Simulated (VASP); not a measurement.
# HfN (P6_3/mmc) in VASP: a series of runs

Runs on HfN. Level: PBE. Tasks: single point.

All numbers are computed with VASP 6.6.1; they aren't measurements. Logs are shortened: lines on timing, memory, paths and dates and some standing lists are left out, and cuts for length are marked.

### 1 Starting point

Symmetry: P6_3/mmc, No. 194, hexagonal system. Conventional cell: a = 3.134 Å, b = 3.134 Å, c = 5.417 Å, α = 90.00°, β = 90.00°, γ = 120.00°. Hf (site symmetry -6m2) is surrounded by 6 N at 2.26 Å. Around N (site symmetry -3m) lie 6 Hf at 2.26 Å.

The cell comes from a database or a generator and needn't be the stable form of this composition.

### 2 Single point, PBE

Contents of INCAR:

```
  ADDGRID = F
  ALGO = Normal
  EDIFF = 1E-6
  ENCUT = 520
  GGA = PE
  ISIF = 2
  ISMEAR = 0
  LASPH = T
  LCHARG = F
  LREAL = F
  LWAVE = F
  NELM = 100
  PREC = Normal
  SIGMA = 0.05
```

Contents of KPOINTS:

```
k-points
0
Gamma
  7 7 4
```

Contents of POSCAR:

```
HfN
1.0
    3.1339080219      0.0000000000      0.0000000000
   -1.5669540110      2.7140439601      0.0000000000
    0.0000000000      0.0000000000      5.4167677200
Hf N
2 2
Direct
    0.3333333333      0.6666666667      0.2500000000
    0.6666666667      0.3333333333      0.7500000000
    0.0000000000      0.0000000000      0.5000000000
    0.0000000000      0.0000000000      0.0000000000
```

Potentials or basis: VASP PAW PBE potentials, release 64 (Hf_pv, N).

The run is started by

```bash
cat potpaw_PBE.64/Hf_pv/POTCAR potpaw_PBE.64/N/POTCAR > POTCAR
mpirun -np 1 vasp_std > vasp.out
```

OUTCAR:

```text
EDIFF = 1E-6
   ENCUT = 520
   GGA = PE
   ISIF = 2
   ISMEAR = 0
   LASPH = T
   LREAL = F
   NELM = 100
   PREC = Normal

 Found     24 irreducible k-points:

 Following reciprocal coordinates:
            Coordinates               Weight
  0.000000  0.000000  0.000000      1.000000
  0.142857  0.000000  0.000000      6.000000
  0.285714  0.000000  0.000000      6.000000
  0.428571 -0.000000  0.000000      6.000000
  0.142857  0.142857  0.000000      6.000000
  0.285714  0.142857  0.000000     12.000000
   k-points           NKPTS =     24   k-points in BZ     NKDIM =     24   number of bands    NBANDS=     19
   number of dos      NEDOS =    301   number of ions     NIONS =      4
   total plane-waves  NPLWV =   9720
   dimension x,y,z NGX =    18 NGY =   18 NGZ =   30
   dimension x,y,z NGXF=    36 NGYF=   36 NGZF=   60
   ions per type =               2   2
   NGX,Y,Z   is equivalent  to a cutoff of   9.55,  9.55,  9.21 a.u.
   NGXF,Y,Z  is equivalent  to a cutoff of  19.10, 19.10, 18.41 a.u.
 SYSTEM =  unknown system
   PREC   = normal    normal or accurate (medium, high low for compatibility)
   ISTART =      0    job   : 0-new  1-cont  2-samecut
   ICHARG =      2    charge: 1-file 2-atom 10-const
   ISPIN  =      1    spin polarized calculation?
   LNONCOLLINEAR =      F non collinear calculations
   LSORBIT =      F    spin-orbit coupling
   LASPH  =      T    aspherical Exc in radial PAW
   ENCUT  =  520.0 eV  38.22 Ry    6.18 a.u.   5.83  5.83 10.07*2*pi/ulx,y,z
   NELM   =    100;   NELMIN=  2; NELMDL= -5     # of ELM steps
   EDIFF  = 0.1E-05   stopping-criterion for ELM
   LREAL  =      F    real-space projection
   EDIFFG = 0.1E-04   stopping-criterion for IOM
   NSW    =      0    number of steps for IOM
   IBRION =     -1    ionic relax: 0-MD 1-quasi-New 2-CG
   NFREE  =      0    steps in history (QN), initial steepest desc. (CG)
   ISIF   =      2    stress and relaxation
   ISYM   =      2    0-nonsym 1-usesym 2-fastsym
   POTIM  = 0.5000    time-step for ionic-motion
   TEBEG  =    0.0;   TEEND  =   0.0 temperature during run
   PSTRESS=    0.0 pullay stress
   NELECT =      30.0000    total number of electrons
   NUPDOWN=      -1.0000    fix difference up-down
   EMIN   =  10.00;   EMAX   =-10.00  energy-range for DOS
   EFERMI =   0.00;   METHOD = LEGACY
   ISMEAR =     0;   SIGMA  =   0.05  broadening in eV -4-tet -1-fermi 0-gaus
   EFERMI_NEDOS =   21; number of points for ismear=-14 and -15
   IALGO  =     38    algorithm
   IMIX   =      4    mixing-type and parameters
     AMIX     =   0.40;   BMIX     =  1.00
     AMIX_MAG =   1.60;   BMIX_MAG =  1.00
  volume/ion in A,a.u.               =      11.52        77.73
  Fermi-wavevector in a.u.,A,eV,Ry     =   1.418951  2.681429 27.394278  2.013423
  Thomas-Fermi vector in A             =   2.540023
   LORBIT       =      0    0 simple, 1 ext, 2 COOP (PROOUT), +10 PAW based schemes
   GGA     = PE    functional components
   LHFCALC =     F    Hartree Fock is set to
   AEXX    =    0.0000 exact exchange contribution
   IVDW    =     0    specifies the selected vdW correction
   LEPSILON=     F    determine dielectric tensor
   LRPA    =     F    only Hartree local field effects (RPA)
 non-spin polarized calculation
 Gauss-broadening in eV      SIGMA  =   0.05
  energy-cutoff  :      520.00
  volume of cell :       46.07
 maximum number of plane-waves:      1275
   NGX = 11   NGY = 11   NGZ = 21

 number of electron      30.0000009 magnetization

 Free energy of the ion-electron system (eV)
  ---------------------------------------------------
  ext. energy  EPLUGINS =         0.00000000
  ---------------------------------------------------
  free energy    TOTEN  =       -43.38190602 eV

  energy without entropy =      -43.38052901  energy(sigma->0) =      -43.38121751

 E-fermi :   7.7348     XC(G=0): -12.7445

 val. band max:        7.5917434454   @ k =   0.4286  -0.0000   0.5000
 cond. band min:       7.7586171219   @ k =   0.1429   0.1429   0.5000
 fundamental gap:      0.1668736765
 Fermi energy:         7.7347715233

 k-point     1 :       0.0000    0.0000    0.0000
  band No.  band energies     occupation
      1     -23.7836      2.00000
      2     -22.9254      2.00000
      3     -22.8193      2.00000
      4     -22.8193      2.00000
      5     -22.7587      2.00000
      6     -22.7587      2.00000
      7      -9.1962      2.00000
      8      -6.2696      2.00000
      9      -0.6699      2.00000
     10       3.2045      2.00000
     11       3.2045      2.00000
     12       4.3395      2.00000
     13       4.3395      2.00000
     14       6.1933      2.00000
     15       7.3431      2.00000
     16       8.6771      0.00000
     17       8.6771      0.00000
     18       8.9778      0.00000
     19       9.8068      0.00000

 k-point     2 :       0.1429    0.0000    0.0000
  band No.  band energies     occupation
      1     -23.7126      2.00000
      2     -22.9894      2.00000
      3     -22.9325      2.00000
      4     -22.9163      2.00000
      5     -22.8697      2.00000
      6     -22.7765      2.00000
      7      -8.8219      2.00000
      8      -6.4442      2.00000
      9      -0.1727      2.00000
     10       2.3054      2.00000
     11       3.4797      2.00000
     12       3.8459      2.00000
     13       3.8543      2.00000
     14       5.7988      2.00000
     15       6.9819      2.00000
     16       7.9279      0.00000
     17       9.2974      0.00000
     18      10.3448      0.00000
     19      10.5552      0.00000

 k-point     3 :       0.2857    0.0000    0.0000
  band No.  band energies     occupation
      1     -23.5335      2.00000
      2     -23.3710      2.00000
      3     -23.2337      2.00000
      4     -22.9692      2.00000
      5     -22.9658      2.00000
      6     -22.8286      2.00000
      7      -7.9798      2.00000
      8      -6.8336      2.00000
      9       0.3873      2.00000
     10       1.5508      2.00000
     11       2.8094      2.00000
     12       3.0385      2.00000
     13       4.1009      2.00000
     14       5.5691      2.00000
     15       5.6733      2.00000
     16       9.3671      0.00000
     17      10.9509      0.00000
     18      11.0235      0.00000
     19      11.6732      0.00000

 k-point     4 :       0.4286   -0.0000    0.0000
  band No.  band energies     occupation
      1     -23.6612      2.00000
      2     -23.4716      2.00000
      3     -23.3437      2.00000
      4     -23.0433      2.00000
      5     -23.0359      2.00000
      6     -22.8744      2.00000
      7      -7.2960      2.00000
      8      -7.1437      2.00000
      9      -0.1427      2.00000
     10       2.0753      2.00000
     11       2.1384      2.00000
     12       2.5302      2.00000
     13       4.5934      2.00000
     14       5.2059      2.00000
     15       5.5045      2.00000
     16      10.2414      0.00000
     17      10.8036      0.00000
     18      11.8991      0.00000
     19      12.5358      0.00000

 k-point     5 :       0.1429    0.1429    0.0000
  band No.  band energies     occupation
      1     -23.5873      2.00000
      2     -23.2158      2.00000
      3     -23.1767      2.00000
      4     -22.9528      2.00000
      5     -22.9246      2.00000
      6     -22.8572      2.00000
      7      -8.2128      2.00000
      8      -6.7244      2.00000
      9       0.5869      2.00000
     10       1.3948      2.00000
     11       2.9869      2.00000
     12       3.3557      2.00000
     13       3.8339      2.00000
     14       5.4968      2.00000
     15       6.0768      2.00000
     16       8.6345      0.00000
     17      10.6565      0.00000
     18      11.1875      0.00000
     19      11.7463      0.00000

 k-point     6 :       0.2857    0.1429    0.0000
  band No.  band energies     occupation
      1     -23.5257      2.00000
      2     -23.3973      2.00000
      3     -23.3784      2.00000
      4     -23.0703      2.00000
      5     -23.0091      2.00000
      6     -22.9468      2.00000
      7      -7.4458      2.00000
      8      -7.0678      2.00000
      9       0.5089      2.00000
     10       1.6562      2.00000
     11       2.2869      2.00000
     12       2.6455      2.00000
     13       3.9286      2.00000
     14       5.2350      2.00000
     15       5.8442      2.00000
     16       9.8614      0.00000
     17      10.5364      0.00000
     18      11.7056      0.00000
     19      12.5683      0.00000

 [... further k-points ...]

------------------------ aborting loop because EDIFF is reached ----------------------------------------

  FORCE on cell =-STRESS in cart. coord.  units (eV):
  Direction    XX          YY          ZZ          XY          YZ          ZX
  --------------------------------------------------------------------------------------
  -------------------------------------------------------------------------------------
  Total        1.2024743      1.2024743      0.9673034     -0.0000000     -0.0000000      0.0000000
  in kB       41.8160539     41.8160539     33.6379853     -0.0000000     -0.0000000      0.0000000
  external PRESSURE =      39.0900311 kB  Pullay stress =       0.0000000 kB

 VOLUME and BASIS-vectors are now :
 -----------------------------------------------------------------------------
  energy-cutoff  :      520.00
  volume of cell :       46.07
      direct lattice vectors                 reciprocal lattice vectors
     3.133908022  0.000000000  0.000000000     0.319090411  0.184226935  0.000000000
    -1.566954011  2.714043960  0.000000000     0.000000000  0.368453870  0.000000000
     0.000000000  0.000000000  5.416767720     0.000000000  0.000000000  0.184611940

 POSITION                                       TOTAL-FORCE (eV/Angst)
 -----------------------------------------------------------------------------------
     -0.00000      1.80936      1.35419         0.000000     -0.000000      0.000000
      1.56695      0.90468      4.06258        -0.000000      0.000000      0.000000
      0.00000      0.00000      2.70838        -0.000000      0.000000      0.000000
      0.00000      0.00000      0.00000        -0.000000      0.000000      0.000000
 -----------------------------------------------------------------------------------
    total drift:                                0.000000     -0.000000      0.000000

  FREE ENERGIE OF THE ION-ELECTRON SYSTEM (eV)
  ---------------------------------------------------
  free  energy   TOTEN  =       -43.3819060162 eV

  energy  without entropy=      -43.3805290120  energy(sigma->0) =      -43.38121751
```

It used 8.8 s of CPU time on 1 thread of Intel(R) Xeon(R) Platinum 8488C (Sapphire Rapids) (shared host), which was overloaded at the time.

These settings aren't checked as converged: the numbers below hold their error.

What came out:

```yaml
Free_energy: -43.3819 eV
Pressure: 3.9 GPa
Band_gap_on_the_k_mesh: none (metal or under the smearing width)
```

### 3 Single point, PBE

INCAR: that of step 2 with these lines changed.

```diff
@@ -9,6 +9,6 @@
   LCHARG = F
-  LREAL = F
+  LREAL = Auto
   LWAVE = F
   NELM = 100
-  PREC = Normal
+  PREC = Accurate
   SIGMA = 0.05
```

KPOINTS is that of step 2.

POSCAR is that of step 2.

Potentials or basis: VASP PAW PBE potentials, release 64 (Hf_pv, N).

The run is started by

```bash
cat potpaw_PBE.64/Hf_pv/POTCAR potpaw_PBE.64/N/POTCAR > POTCAR
mpirun -np 1 vasp_std > vasp.out
```

It took 29 s on 1 thread of Intel Xeon Platinum 8488C (Sapphire Rapids), shared host; peak memory 0.15 GiB.

The run converged, but some of its settings lie outside the range that counts as converged, so its numbers aren't taken as properties of the crystal.

Results:

- Free energy: -43.3825 eV
- Pressure: 3.9 GPa
- Band gap on the k mesh: none (metal or under the smearing width)

### 4 Single point, PBE

Contents of INCAR:

```
  ADDGRID = F
  ALGO = Normal
  EDIFF = 1E-4
  ENCUT = 520
  GGA = PE
  ISIF = 2
  ISMEAR = 0
  LASPH = T
  LCHARG = F
  LREAL = F
  LWAVE = F
  NELM = 100
  PREC = Accurate
  SIGMA = 0.05
```

KPOINTS is that of step 3.

POSCAR is that of step 3.

The run is started by

```bash
cat potpaw_PBE.64/Hf_pv/POTCAR potpaw_PBE.64/N/POTCAR > POTCAR
mpirun -np 1 vasp_std > vasp.out
```

Run time: 18 s. Hardware: 1 thread of Intel Xeon Platinum 8488C (Sapphire Rapids), shared host; peak memory 0.16 GiB.

The run converged, but some of its settings lie outside the range that counts as converged, so its numbers aren't taken as properties of the crystal.

Results:

```
Free energy            : -43.3820 eV
Pressure               : 3.8 GPa
Band gap on the k mesh : none (metal or under the smearing width)
```

### 5 Single point, PBE

INCAR: that of step 4 with these lines changed.

```diff
@@ -2,4 +2,4 @@
   ALGO = Normal
-  EDIFF = 1E-4
-  ENCUT = 520
+  EDIFF = 1E-6
+  ENCUT = 460
   GGA = PE
```

Contents of KPOINTS:

```
k-points
0
Gamma
  8 8 4
```

POSCAR is that of step 4.

The run is started by

```bash
cat potpaw_PBE.64/Hf_pv/POTCAR potpaw_PBE.64/N/POTCAR > POTCAR
mpirun -np 1 vasp_std > vasp.out
```

Wall time 18 s (1 thread of Intel Xeon Platinum 8488C (Sapphire Rapids), shared host); peak memory 0.16 GiB.

These settings aren't checked as converged: the numbers below hold their error.

What came out:

| Property | Result |
| --- | --- |
| Free energy | -43.3709 eV |
| Pressure | 3.7 GPa |
| Band gap on the k mesh | none (metal or under the smearing width) |

Caveat: the cutoff is under 1.25 times the usual one of these potentials, so pressure, stress and relaxed cells hold a basis-set (Pulay) error.
